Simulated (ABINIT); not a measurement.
PtS2:

```
Pt S
1.0
     3.54320    0.00000    0.00000
    -1.77160    3.06850    0.00000
     0.00000    0.00000    5.03880
Pt S
1 2
Cartesian
  0.0000 0.0000 0.0000
  1.7716 1.0228 3.8950
  0.0000 2.0457 1.1438
```

Base run:

* Program: ABINIT 10.8.3 (patched build)
* Functional: revPBE
* Potentials or basis: JTH PAW PBE v2.0
* Cutoff: 544 eV
* k mesh: 9 × 9 × 5
* Occupations: fermi-dirac, width 0.05 eV
* Spin: no spin polarisation

Its results: band gap on the k mesh 1.02 eV, indirect (least direct gap 1.06 eV); pressure 14.3 GPa; largest force 1.410 eV/Å.

Q: After a change of settings the same cell gave: band gap on the k mesh 0.92 eV, indirect (least direct gap 0.96 eV); pressure 8.0 GPa; largest force 1.174 eV/Å. Which change was it?
A. functional from revPBE to PBEsol; potentials or basis from JTH PAW PBE v2.0 to PseudoDojo NC SR PBEsol v0.4.1 standard; cutoff from 544 eV to 1143 eV; valence electrons from 22 to 30
B. functional from revPBE to WC
C. functional from revPBE to BP86
D. functional from revPBE to PBE; k mesh from 9 × 9 × 5 to 7 × 7 × 4

A: B.

WC binds more tightly than revPBE, so the same cell stands under less pressure.

Caveats: the PAW data sets were made with another functional, which shifts forces and pressure a little; spin-orbit coupling is left out, which moves the levels of the heavy elements.

Not every run made on this cell is shown here.
